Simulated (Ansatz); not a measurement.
# Black arsenene monolayer in a perpendicular field

Wanted: the out-of-plane response of the black arsenene monolayer. A positive field points along +c.

Calculated with Ansatz 0.2.0; plane-wave DFT, PBE-D3(BJ), Ansatz PAW.

This is a report of a sequence of runs, with most program output left out.

**1. The structure**

The cell holds 4 atoms: 4 As. Its edges and angles: a = 4.750 Å, b = 3.680 Å, c = 20.480 Å, α = 90.0°, β = 90.0°, γ = 90.0°. Vacuum lies along c.

**2. Relaxation**

The starting cell is a guess, so the in-plane lattice and the atoms are relaxed first, with the slab cut off from its images along the normal. The program lengthens the vector along the normal by itself, so c and the volume that it reports differ from the typed ones.

Input file input.yaml:

```yaml
crystal:
  lattice:
    - [4.75, 0.0, 0.0]
    - [0.0, 3.68, 0.0]
    - [0.0, 0.0, 20.48]
  atoms:
    - { symbol: As, position: [0.09, 0.0, 0.439453125] }
    - { symbol: As, position: [0.41, 0.5, 0.4443359375] }
    - { symbol: As, position: [0.91, 0.0, 0.560546875] }
    - { symbol: As, position: [0.59, 0.5, 0.5556640625] }
  periodic: [true, true, false]
kpoints:
  mp_grid: { grid: [8, 8, 1] }
hamiltonian:
  xc: pbe
  dispersion: d3bj
scf:
  occupations: { method: fermi_dirac, width: 0.05 }
  convergence: { dr2_threshold: 1.0e-09 }
relax:
  f_tol: 0.004
  max_steps: 90
  cell: {}
output:
  write_potential: true
  write_density: true
  volumetric_format: npy
```

Started as:

```console
ansatz run input.yaml --threads 2 --pin off --max-ram 3072MiB --backend cpu --events-out ev --progress --plain --runs-dir out
```

Run time: 2.6 min. Hardware: 2 threads of AMD EPYC 7R43, shared host; peak memory 0.84 GiB.

Relaxation path:

| step | energy less that of the first step (eV) | largest force component (eV/Å) | volume (Å³) |
| --- | --- | --- | --- |
| 1 | 0.0000 | 1.6093 | 502.72 |
| 2 | -0.2881 | 0.5425 | 486.36 |
| 3 | -0.3704 | 0.0421 | 473.98 |
| 4 | -0.3735 | 0.0337 | 479.89 |
| 5 | -0.3738 | 0.0103 | 480.26 |
| 6 | -0.3739 | 0.0035 | 480.10 |
| 7* | -0.3734 | 0.0035 | 480.10 |

Relaxation steps marked * repeat the geometry before them on a plane-wave basis chosen anew for their cell, so energy and pressure can jump there.

The run keeps the 4 symmetry operations that it works with, so distortions that break them were not tested.

```
cell as run  before  after  change
      a (Å)   4.750  4.516  -4.9 %
      b (Å)   3.680  3.697  +0.5 %
```

The atoms that moved most (Å, along periodic axes as changes of fractional coordinates times the final cell, across vacuum about the mean position):

```csv
atom,dx,dy,dz,length
As2,0.122,0.000,-0.062,0.137
As4,-0.122,0.000,0.062,0.137
As1,-0.122,0.000,0.038,0.128
As3,0.122,0.000,-0.038,0.128
```

Final coordinates:

```xyz
4
Lattice="4.5155 0.0000 0.0000 0.0000 3.6969 0.0000 0.0000 0.0000 28.7600" Properties=species:S:1:pos:R:3
As    0.2844    0.0000    9.0378
As    1.9737    1.8484    9.0377
As    4.2311    0.0000   11.4422
As    2.5418    1.8484   11.4423
```

This step gave:

| Property | Result |
| --- | --- |
| energy at zero smearing | -19425.3902 eV |

The lattice constant a goes from 4.750 to 4.516 Å.

**3. Single point, field 0**

A sawtooth potential applies the field, turning back in the middle of the vacuum. With the dipole correction the typed value is the field outside the slab. The induced dipole is small, so the SCF threshold is tight.

The cell differs from the one that the last finished run ended in (c 28.760 → 20.405 Å).

Input file input.yaml:

```yaml
crystal:
  lattice:
    - [4.5155377861, 0.0, 0.0]
    - [0.0, 3.6968538025, 0.0]
    - [0.0, 0.0, 20.4045284577]
  atoms:
    - { symbol: As, position: [0.0629902471, 0.0, 0.4410797429] }
    - { symbol: As, position: [0.4370882189, 0.5, 0.4410785585] }
    - { symbol: As, position: [0.9370097529, 0.0, 0.5589202571] }
    - { symbol: As, position: [0.5629117811, 0.5, 0.5589214415] }
kpoints:
  mp_grid: { grid: [10, 12, 1] }
  band_path:
    path:
      - [0, 0, 0]
      - [0.5, 0, 0]
      - [0.5, 0.5, 0]
      - [0, 0, 0]
      - [0, 0.5, 0]
      - [0.5, 0.5, 0]
    npoints: 16
hamiltonian:
  xc: pbe
  dispersion: d3bj
scf:
  occupations: { method: fermi_dirac, width: 0.05 }
  convergence: { dr2_threshold: 1.0e-10 }
efield:
  axis: 3
  dipole_correction: true
  ramp_position: 0.97
  ramp_width: 0.06
  amplitude: 0
output:
  dos: { projected: true, e_range: [-6, 5] }
  bader: true
  write_potential: true
  write_density: true
  volumetric_format: npy
  elf: true
```

The job ended after 1.9 min (2 threads; peak memory 0.93 GiB; 3.7 min of CPU time).

Numbers from this step:

```
energy at zero smearing            : -19425.3938 eV
dipole along the normal            : 7.84e-8 e·Å
gap along the path                 : 0.3946 eV
smallest direct gap along the path : 0.5266 eV
ionisation energy, upper face      : 4.203 eV
electron affinity, upper face      : 3.809 eV
gap, the smaller of path and mesh  : 0.3946 eV
```

Running mean over a fixed 2.7 Å (it still follows the layers) of the planar mean; the ramp of the sawtooth is left out. Table of electron's electrostatic potential energy less the Fermi level by z:

z (Å), electron's electrostatic potential energy less the Fermi level (eV) and a bar from the least value:
```
     2.83       4.05 ##############################
     3.26       4.05 ##############################
     3.68       4.05 ##############################
     3.97       4.05 ##############################
     4.39       4.05 ##############################
     4.82       4.05 ##############################
     5.24       4.04 ##############################
     5.67       4.03 ##############################
     5.95       4.00 ##############################
     6.38       3.87 #############################
     6.80       3.44 ###########################
     7.23       2.28 #######################
     7.65       1.01 #################
     8.08      -0.29 ############
     8.36      -1.19 ########
     8.79      -1.95 #####
     9.21      -2.41 ###
     9.64      -3.01 
    10.06      -3.04 
    10.34      -3.04 
    10.77      -3.01 
    11.19      -2.41 ###
    11.62      -1.95 #####
    12.04      -1.19 ########
    12.33      -0.29 ############
    12.75       1.01 #################
    13.18       2.28 #######################
    13.60       3.44 ###########################
    14.03       3.87 #############################
    14.45       4.00 ##############################
    14.74       4.03 ##############################
    15.16       4.04 ##############################
    15.59       4.05 ##############################
    16.01       4.05 ##############################
    16.44       4.05 ##############################
    16.72       4.05 ##############################
    17.15       4.05 ##############################
    17.57       4.05 ##############################
```

The density of states has structure finer than the step of the table below, so its rows give means over 0.2 eV, whole bins alone (the curve runs from -6 to 2.22 eV). Peaks (eV: height): -4.29: 4.32, -2.20: 4.57, -2.03: 4.68, -1.37: 3.85, 1.42: 3.81, 1.94: 4.60, 2.16: 4.77.

The density of states by energy, zero at the Fermi level of the run, which the smearing sets inside the gap; means over each step:

```csv
energy (eV),density of states (states/eV a cell)
-5.8,0
-5.6,0.577
-5.4,1.64
-5.2,1.48
-5.0,1.84
-4.8,2.23
-4.6,2.34
-4.4,3.35
-4.2,3.66
-4.0,2.42
-3.8,1.85
-3.6,2.09
-3.4,2.66
-3.2,2.65
-3.0,2.49
-2.8,2.38
-2.6,2.58
-2.4,2.78
-2.2,3.77
-2.0,3.56
-1.8,3.04
-1.6,2.69
-1.4,3.04
-1.2,1.55
-1.0,1.28
-0.8,1.06
-0.6,0.762
-0.4,0.227
-0.2,0.0108
0.0,0
0.2,0.0473
0.4,0.488
0.6,1.17
0.8,2.52
1.0,2.38
1.2,2.72
1.4,3.32
1.6,2.59
1.8,2.62
2.0,4.25
```

Projected DOS per atom over height of the atomic layer and energy from the Fermi level. Layers: As2 As2 from below.

Values in states/eV, 22 rows by 2 columns, each cell a mean:
```
0.95 0.95
0.60 0.60
0.71 0.71
0.60 0.60
0.28 0.28
0.03 0.03
0.01 0.01
0.15 0.15
0.29 0.29
0.56 0.56
0.70 0.70
0.89 0.89
0.69 0.69
0.61 0.61
0.65 0.65
0.55 0.55
0.55 0.55
0.87 0.87
0.57 0.57
0.42 0.42
0.34 0.34
0.01 0.01
```
Columns: height of the atomic layer (Å) from 9.00 to 11.4; rows upwards: energy from the Fermi level (eV) from -5.96 to 2.23.

The electronic bands at the labelled points (eV, zero at the Fermi level of the run, which the smearing sets inside the gap):

```
  point  band 27  band 28  band 29  band 30  band 31  band 32  band 33  band 34
      Γ    -3.39    -2.19    -1.72    -0.48     0.24     1.66     2.23     2.94
halfway    -3.05    -1.74    -1.66    -0.95     1.01     1.16     2.01     2.22
      X    -2.25    -2.25    -1.05    -1.05     1.09     1.09     2.25     2.25
halfway    -3.17    -3.17    -1.81    -1.81     2.26     2.26     3.04     3.04
      S    -4.45    -4.45    -2.02    -2.02     2.23     2.23     4.34     4.34
halfway    -3.48    -2.26    -2.00    -1.40     1.14     1.50     1.97     3.61
      Γ    -3.39    -2.19    -1.72    -0.48     0.24     1.66     2.23     2.94
halfway    -3.77    -2.50    -1.90    -1.07     0.81     0.87     2.21     2.82
      Y    -2.64    -2.64    -2.30    -2.30     0.79     0.79     1.17     1.17
halfway    -3.69    -3.69    -2.01    -2.01     1.71     1.71     2.61     2.61
      S    -4.45    -4.45    -2.02    -2.02     2.23     2.23     4.34     4.34
```

ELF in the ca plane at fractional y = 0.000, with atoms of As within 0.2 Å of it. It is the smooth field of the valence electrons, not physical close to the nuclei.

Ten even steps from '0' (0.00) to '9' (0.87), each cell a mean:
```
00000000000000000148999766786323699741000000
00000000000000000025899987666423677520000000
00000000000000000001357764345555654200000000
00000000000000000000011111113455421000000000
00000000000000000000000000001232210000000000
00000000000000000000000000000111000000000000
00000000000000000000001121100000000000000000
00000000000000000000013444210000000000000000
00000000000000000001245555421234431000000000
00000000000000000013676545555678986310000000
00000000000000000136886323677778999741000000
00000000000000000258997324787535899852000000
```
Columns run along c (16.0 Å, from fractional 0.02 to 0.80 of the cell), rows up along a (4.5 Å). Atoms in or near the plane, at fractional coordinates: As at (0.44, 0.06), As at (0.56, 0.94).

Electrostatic potential energy in the ca plane at fractional y = 0.000, with atoms of As within 0.2 Å of it. With pseudopotentials it is smooth inside the atoms' cores, unlike the true potential.

Values in eV, 7 rows by 16 columns, each cell a mean:
```
  4   4   4   4   4   4   4   1 -12  -9  -9  -3  -3   3   4   4
  4   4   4   4   4   4   4   3   0   0  -8 -12   0   3   4   4
  4   4   4   4   4   4   4   3   3   2   1   0   3   4   4   4
  4   4   4   4   4   4   4   3   2   2   2   2   3   4   4   4
  4   4   4   4   4   4   3   2  -3  -1   2   3   4   4   4   4
  4   4   4   4   4   4   3  -1 -11 -10  -2  -3   3   4   4   4
  4   4   4   4   4   4   4  -3  -2  -9 -10  -9  -1   4   4   4
```
Columns run along c (16.0 Å, from fractional 0.02 to 0.80 of the cell; values clipped at the 3rd and 97th percentile), rows up along a (4.5 Å). Atoms in or near the plane, at fractional coordinates: As at (0.44, 0.06), As at (0.56, 0.94).

Valence density in the ca plane at fractional y = 0.000, with atoms of As within 0.2 Å of it. It is the smooth field of the valence electrons, not physical close to the nuclei.

Values in e/Å³, 7 rows by 16 columns, each cell a mean:
```
 0  0  0  0  0  0  0  0  2  1  4 14  0  0  0  0
 0  0  0  0  0  0  0  0  0  0  1  1  0  0  0  0
 0  0  0  0  0  0  0  0  0  0  0  0  0  0  0  0
 0  0  0  0  0  0  0  0  0  0  0  0  0  0  0  0
 0  0  0  0  0  0  0  0  0  0  0  0  0  0  0  0
 0  0  0  0  0  0  0  0  4  1  0  0  0  0  0  0
 0  0  0  0  0  0  0  0 14  4  2  5  0  0  0  0
```
Columns run along c (16.0 Å, from fractional 0.02 to 0.80 of the cell), rows up along a (4.5 Å). Atoms in or near the plane, at fractional coordinates: As at (0.44, 0.06), As at (0.56, 0.94).

The gap is 0.39 eV, with the valence edge 4.20 eV and the conduction edge 3.81 eV under the upper vacuum level.

**4. Single point, field 0.1 V/Å**

input.yaml: that of step 3 with these lines changed.

```diff
@@ -32,6 +32,4 @@
   ramp_width: 0.06
-  amplitude: 0
+  amplitude: 0.1
 output:
-  dos: { projected: true, e_range: [-6, 5] }
-  bader: true
   write_potential: true
@@ -39,2 +37 @@
   volumetric_format: npy
-  elf: true
```

The job ended after 71 s (2 threads; peak memory 0.83 GiB).

The dipole is 0.0464 e·Å, and the gap 0.394 eV.

**5. Single point, field -0.1 V/Å**

input.yaml: that of step 4 with these lines changed.

```diff
@@ -32,3 +32,3 @@
   ramp_width: 0.06
-  amplitude: 0.1
+  amplitude: -0.1
 output:
```

The job ended after 57 s (2 threads; peak memory 0.84 GiB).

The dipole is -0.0464 e·Å, and the gap 0.394 eV.

**6. Atoms held, field 0.2 V/Å**

input.yaml: that of step 5 with these lines changed.

```diff
@@ -32,3 +32,3 @@
   ramp_width: 0.06
-  amplitude: -0.1
+  amplitude: 0.2
 output:
```

Run time: 57 s. Hardware: 2 threads; peak memory 0.86 GiB; 1.9 min of CPU time.

The dipole is 0.0928 e·Å, and the gap 0.392 eV.

**7. Single point, field -0.2 V/Å**

input.yaml: that of step 6 with these lines changed.

```diff
@@ -32,3 +32,3 @@
   ramp_width: 0.06
-  amplitude: 0.2
+  amplitude: -0.2
 output:
```

The job ended after 61 s (2 threads; peak memory 0.84 GiB).

The dipole is -0.0928 e·Å, and the gap 0.392 eV.

**8. Single point, field 0.35 V/Å**

input.yaml: that of step 7 with these lines changed.

```diff
@@ -32,4 +32,6 @@
   ramp_width: 0.06
-  amplitude: -0.2
+  amplitude: 0.35
 output:
+  dos: { projected: true, e_range: [-6, 5] }
+  bader: true
   write_potential: true
@@ -37 +39,2 @@
   volumetric_format: npy
+  elf: true
```

Elapsed: 1.9 min, on 2 threads; peak memory 0.94 GiB.

The dipole is 0.162 e·Å, and the gap 0.386 eV.

**9. Response, atoms held**

This step: plane-wave DFT, PBE-D3(BJ), Ansatz PAW; response to a field along the normal, atoms held (Ansatz 0.2.0).

The dipoles give the slope, and the difference of two potentials shows where the field is screened.

Numbers from this step:

```yaml
equivalent_conductor_thickness_p_eps_0ae: 5.028 Å
distance_between_the_outer_atoms: 2.405 Å
```

The dipole of the cell by applied field:

| applied field (V/Å) | dipole of the cell (e·Å) |
| --- | --- |
| -0.200 | -0.0928 |
| -0.100 | -0.0464 |
| 0.000 | 0 |
| 0.100 | 0.0464 |
| 0.200 | 0.0928 |
| 0.350 | 0.162 |

Local field over the applied field, running mean. From the potentials at -0.1 and 0.1 V/Å; running mean over 2.5 Å. Local field over applied field against z:

```csv
z (Å),local field over applied field
4.5,0.998
5.0,0.994
5.5,0.983
6.0,0.954
6.5,0.883
7.0,0.745
7.5,0.560
8.0,0.381
8.5,0.223
9.0,0.0928
9.5,0.0311
10.0,0.0349
10.5,0.0331
11.0,0.0365
11.5,0.114
12.0,0.252
12.5,0.413
13.0,0.597
13.5,0.777
14.0,0.901
14.5,0.962
15.0,0.986
15.5,0.995
16.0,0.998
```

Electrons, planar mean, per unit field. Induced electron density against z:

```csv
z (Å),induced electron density (e/Å³ per V/Å)
4.11,3.2e-6
4.39,6.2e-6
4.82,1.6e-5
5.10,3.1e-5
5.38,5.8e-5
5.81,1.5e-4
6.09,2.6e-4
6.38,4.6e-4
6.80,0.00104
7.08,0.00172
7.37,0.00267
7.79,0.00406
8.08,0.00402
8.36,0.00231
8.79,-3.9e-4
9.07,-7.7e-4
9.35,-1.4e-4
9.78,0.00127
10.06,5.4e-4
10.34,-5.4e-4
10.63,-0.00127
11.05,1.4e-4
11.34,7.7e-4
11.62,3.9e-4
12.04,-0.00231
12.33,-0.00402
12.61,-0.00406
13.04,-0.00267
13.32,-0.00172
13.60,-0.00104
14.03,-4.6e-4
14.31,-2.6e-4
14.59,-1.5e-4
15.02,-5.8e-5
15.30,-3.1e-5
15.59,-1.6e-5
16.01,-6.2e-6
16.30,-3.2e-6
```

The smaller of the gaps on the path and on the k-mesh, counted as 0 under 0.03 eV. Gap against applied field:

```
applied field (V/Å)  gap (eV)
             -0.200     0.392
             -0.100     0.394
              0.000     0.395
              0.100     0.394
              0.200     0.392
              0.350     0.386
```

By hand: between -0.1 and 0.1 V/Å the dipole changes by 0.09278 e·Å, a slope of 0.4639 e·Å²/V. A perfect conductor of thickness t has p = ε₀AEt, so t = 180.95 × 0.4639 / 16.693 = 5.03 Å (e/ε₀ = 180.95 V·Å, A in Å²).

The induced dipole is that of a conductor 5.03 Å thick.

**10. Varying the input**

This step: plane-wave DFT, PBE-D3(BJ), Ansatz PAW (Ansatz 0.2.0).

An input spoilt on purpose, to show how the run answers: it repeats the earlier run at 0.1 V/Å with efield.ramp_position from 0.97 to 0.475, and scf.max_iter set to 75.

input.yaml: that of step 8 with these lines changed.

```diff
@@ -27,2 +27,3 @@
   convergence: { dr2_threshold: 1.0e-10 }
+  max_iter: 75
 efield:
@@ -30,8 +31,6 @@
   dipole_correction: true
-  ramp_position: 0.97
+  ramp_position: 0.475
   ramp_width: 0.06
-  amplitude: 0.35
+  amplitude: 0.1
 output:
-  dos: { projected: true, e_range: [-6, 5] }
-  bader: true
   write_potential: true
@@ -39,2 +38 @@
   volumetric_format: npy
-  elf: true
```

It took 66 s on 2 threads; peak memory 0.83 GiB.

```
                               quantity  this run  earlier run  difference
          dipole along the normal (e·Å)   -0.6278      0.04639       -0.67
                gap along the path (eV)    0.3970       0.3940      0.0031
smallest direct gap along the path (eV)    0.4726       0.5266      -0.054
```

What moves beyond 0.01 in its unit (for the dipole 0.5 % and 5e-5 e·Å): dipole along the normal (-0.674 e·Å) and smallest direct gap along the path (-0.054 eV).

With the ramp this near the atoms the program warns of density in it; these numbers are not the system's.

**11. Varying the input**

Another changed input: it repeats the earlier run at 0.1 V/Å with efield.dipole_correction from true to false.

input.yaml: that of step 10 with these lines changed.

```diff
@@ -27,7 +27,6 @@
   convergence: { dr2_threshold: 1.0e-10 }
-  max_iter: 75
 efield:
   axis: 3
-  dipole_correction: true
-  ramp_position: 0.475
+  dipole_correction: false
+  ramp_position: 0.97
   ramp_width: 0.06
```

It took 59 s on 2 threads; peak memory 0.87 GiB.

```
                               quantity  this run  earlier run  difference
          dipole along the normal (e·Å)   0.06156      0.04639       0.015
                gap along the path (eV)    0.3935       0.3940     -5.0e-4
smallest direct gap along the path (eV)    0.5266       0.5266     -9.0e-6
```

With the dipole correction off, the periodic images add a field of their own to the typed one.

What moves beyond 0.01 in its unit (for the dipole 0.5 % and 5e-5 e·Å): dipole along the normal (+0.0152 e·Å).

These numbers are not those of the isolated slab.

**12. What came out**

| Quantity | Value |
| --- | --- |
| gap without field | 0.395 eV |
| ionisation energy, upper face | 4.20 eV |
| electron affinity, upper face | 3.81 eV |
| equivalent conductor thickness, atoms held | 5.03 Å |

In words: The induced dipole equals that of a perfect conductor 5.03 Å thick, while the outer atoms lie 2.40 Å apart; an out-of-plane ε follows only once a thickness t is chosen, by 1 − 1/ε = 5.03 Å / t. The gap stays within 0.01 eV of 0.39 eV over the fields run, up to 0.35 V/Å in size. Semilocal functionals give gaps that are too small, and excitons are not included. Spin-orbit coupling is left out.

[Logs are printed without paths, hosts, clocks, repeated set-up lines and the standing remarks that a program may print on its own settings, such as how far it seeks lower states.]

[Hosts, paths, dates, database ids (printed as entryN), source tags and the programs' standing remarks are cut or masked in the printed files.]

[Maps of the electrostatic potential energy from Ansatz leave out the sawtooth potential of an applied field or a dipole correction, so their vacuum need not be flat; planar profiles and work functions include it.]
